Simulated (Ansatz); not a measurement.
# Band table of Ni (hcp type)

```
CELL_PARAMETERS angstrom
2.48864 0.00000 0.00000
-1.24432 2.15523 0.00000
0.00000 0.00000 4.07940
ATOMIC_POSITIONS crystal
Ni 0.33333 0.66667 0.25000
Ni 0.66667 0.33333 0.75000
```

The cell comes from a relaxation on PAW files under the same functional, begun from a prototype that needn't be the stable phase.

Computed with Ansatz 0.2.0; functional PBE, scalar-relativistic. Settings: a Γ-centred 17×17×10 k mesh, Fermi–Dirac smearing of 0.08 eV, spin-polarised from start moments Ni1 1, Ni2 1 μB. Methods: LAPW: all electrons, basis error target 1 meV/atom.

Other magnetic orders may lie lower.

Path points, in fractions of the reciprocal vectors: Γ (0.000, 0.000, 0.000), M (0.500, 0.000, 0.000), K (0.333, 0.333, 0.000), A (0.000, 0.000, 0.500), L (0.500, 0.000, 0.500), H (0.333, 0.333, 0.500). Levels in eV from the Fermi level, spin up; bands 9 to 21, counted from the lowest band of the run. The gap is zero, the pressure -0.03 GPa.

```
# k(1/Å) point b9 b10 b11 b12 b13 b14 b15 b16 b17 b18 b19 b20 b21
0.000 Γ -9.11 -4.89 -2.46 -2.36 -2.36 -2.10 -2.10 -1.70 -1.70 -0.75 -0.75 -0.45 5.49
0.208 - -8.93 -4.78 -2.57 -2.29 -2.27 -2.13 -2.03 -1.81 -1.74 -1.48 -0.74 0.51 5.53
0.416 - -8.41 -4.49 -2.77 -2.41 -2.28 -2.07 -2.07 -1.86 -1.84 -1.75 -0.69 1.77 5.64
0.625 - -7.59 -4.15 -3.02 -2.95 -2.40 -2.02 -1.91 -1.79 -1.74 -1.55 -0.65 3.18 5.88
0.833 - -6.55 -4.01 -3.49 -3.00 -2.41 -2.18 -2.07 -1.38 -1.35 -1.21 -0.61 4.74 6.23
1.041 - -5.50 -4.12 -3.82 -2.89 -2.31 -2.27 -2.21 -0.98 -0.87 -0.76 -0.59 6.11 6.42
1.249 - -4.78 -4.27 -4.02 -2.64 -2.40 -2.30 -2.12 -0.73 -0.62 -0.58 0.18 4.33 8.12
1.458 M -4.53 -4.38 -4.08 -2.47 -2.43 -2.34 -2.07 -0.64 -0.58 -0.52 1.09 2.93 9.17
1.578 - -4.49 -4.34 -4.07 -2.52 -2.44 -2.34 -2.06 -0.64 -0.59 -0.55 1.18 2.99 9.24
1.698 - -4.39 -4.26 -4.04 -2.66 -2.48 -2.36 -2.04 -0.65 -0.64 -0.62 1.44 3.14 9.48
1.818 - -4.24 -4.12 -4.00 -2.85 -2.53 -2.39 -2.01 -0.76 -0.67 -0.67 1.84 3.36 9.85
1.939 - -4.06 -3.95 -3.95 -3.05 -2.59 -2.44 -1.96 -0.87 -0.72 -0.70 2.36 3.65 9.23
2.059 - -3.91 -3.89 -3.79 -3.24 -2.63 -2.49 -1.90 -0.95 -0.76 -0.75 2.96 3.99 7.63
2.179 - -3.89 -3.76 -3.66 -3.38 -2.64 -2.55 -1.84 -0.97 -0.82 -0.78 3.65 4.40 6.11
2.299 K -3.88 -3.67 -3.67 -3.42 -2.60 -2.60 -1.82 -0.91 -0.91 -0.79 4.23 4.89 4.89
2.540 - -3.89 -3.88 -3.60 -3.50 -2.67 -2.44 -1.91 -1.12 -0.77 -0.70 2.19 6.15 6.34
2.780 - -4.56 -3.83 -3.59 -3.57 -2.65 -2.21 -2.12 -1.36 -0.72 -0.68 0.51 7.28 7.97
3.021 - -5.80 -3.67 -3.62 -3.42 -2.51 -2.33 -1.99 -1.62 -0.99 -0.68 -0.54 5.83 6.75
3.261 - -7.11 -3.94 -3.21 -3.16 -2.38 -2.28 -1.86 -1.83 -1.49 -1.23 -0.67 3.91 6.08
3.502 - -8.18 -4.37 -2.85 -2.59 -2.28 -2.08 -2.01 -1.96 -1.71 -1.71 -0.69 2.19 5.71
3.742 - -8.87 -4.74 -2.60 -2.26 -2.25 -2.15 -2.00 -1.85 -1.79 -1.55 -0.73 0.69 5.54
3.982 Γ -9.11 -4.89 -2.46 -2.36 -2.36 -2.10 -2.10 -1.70 -1.70 -0.75 -0.75 -0.45 5.49
4.092 - -9.06 -4.91 -2.47 -2.37 -2.37 -2.11 -2.11 -1.67 -1.67 -0.76 -0.76 -0.66 5.82
4.202 - -8.91 -4.98 -2.51 -2.40 -2.40 -2.14 -2.14 -1.60 -1.60 -1.17 -0.77 -0.77 6.67
4.312 - -8.67 -5.14 -2.56 -2.43 -2.43 -2.19 -2.19 -1.75 -1.50 -1.50 -0.79 -0.79 7.86
4.422 - -8.33 -5.42 -2.62 -2.45 -2.45 -2.25 -2.25 -2.23 -1.38 -1.38 -0.82 -0.82 9.25
4.532 - -7.92 -5.83 -2.69 -2.55 -2.45 -2.45 -2.31 -2.31 -1.26 -1.26 -0.88 -0.88 10.79
4.642 - -7.43 -6.34 -2.74 -2.71 -2.44 -2.44 -2.36 -2.36 -1.14 -1.14 -0.95 -0.95 12.42
4.753 A -6.89 -6.89 -2.76 -2.76 -2.41 -2.41 -2.41 -2.41 -1.04 -1.04 -1.04 -1.04 14.13
4.961 - -6.74 -6.74 -2.83 -2.83 -2.42 -2.42 -2.34 -2.34 -1.05 -1.05 -0.99 -0.99 14.26
5.169 - -6.29 -6.29 -2.98 -2.98 -2.47 -2.47 -2.17 -2.17 -1.07 -1.07 -0.84 -0.84 14.64
5.377 - -5.66 -5.66 -3.12 -3.12 -2.51 -2.51 -1.93 -1.93 -1.07 -1.07 -0.63 -0.63 14.97
5.585 - -5.06 -5.06 -3.23 -3.23 -2.32 -2.32 -1.72 -1.72 -0.99 -0.99 -0.35 -0.35 12.62
5.794 - -4.75 -4.75 -3.34 -3.34 -1.74 -1.74 -1.62 -1.62 -0.82 -0.82 0.07 0.07 9.88
6.002 - -4.66 -4.66 -3.43 -3.43 -1.60 -1.60 -1.21 -1.21 -0.64 -0.64 0.82 0.82 7.65
6.210 L -4.65 -4.65 -3.46 -3.46 -1.60 -1.60 -1.04 -1.04 -0.57 -0.57 1.35 1.35 6.65
6.330 - -4.62 -4.62 -3.44 -3.44 -1.68 -1.68 -1.07 -1.07 -0.61 -0.61 1.53 1.53 6.67
6.451 - -4.51 -4.51 -3.39 -3.39 -1.88 -1.88 -1.19 -1.19 -0.67 -0.67 1.99 1.99 6.73
6.571 - -4.35 -4.35 -3.31 -3.31 -2.15 -2.15 -1.35 -1.35 -0.69 -0.69 2.61 2.61 6.83
6.691 - -4.15 -4.15 -3.22 -3.22 -2.44 -2.44 -1.51 -1.51 -0.70 -0.70 3.33 3.33 6.96
6.811 - -3.93 -3.93 -3.18 -3.18 -2.67 -2.67 -1.64 -1.64 -0.71 -0.71 4.11 4.11 7.09
6.932 - -3.70 -3.70 -3.28 -3.28 -2.76 -2.76 -1.72 -1.72 -0.73 -0.73 4.89 4.89 7.11
7.052 H -3.52 -3.52 -3.43 -3.43 -2.77 -2.77 -1.74 -1.74 -0.74 -0.74 5.36 5.36 6.93
7.292 - -3.86 -3.86 -3.17 -3.17 -2.75 -2.75 -1.74 -1.74 -0.69 -0.69 3.70 3.70 8.34
7.533 - -4.18 -4.18 -3.11 -3.11 -2.70 -2.70 -1.78 -1.78 -0.61 -0.61 1.64 1.64 10.57
7.773 - -4.61 -4.61 -3.13 -3.13 -2.74 -2.74 -1.75 -1.75 -0.69 -0.69 0.18 0.18 13.05
8.014 - -5.32 -5.32 -3.14 -3.14 -2.67 -2.67 -1.81 -1.81 -0.97 -0.97 -0.48 -0.48 15.27
8.254 - -6.11 -6.11 -3.03 -3.03 -2.52 -2.52 -2.08 -2.08 -1.07 -1.07 -0.78 -0.78 14.80
8.494 - -6.69 -6.69 -2.85 -2.85 -2.42 -2.42 -2.32 -2.32 -1.05 -1.05 -0.97 -0.97 14.30
8.735 A -6.89 -6.89 -2.76 -2.76 -2.41 -2.41 -2.41 -2.41 -1.04 -1.04 -1.04 -1.04 14.13
```
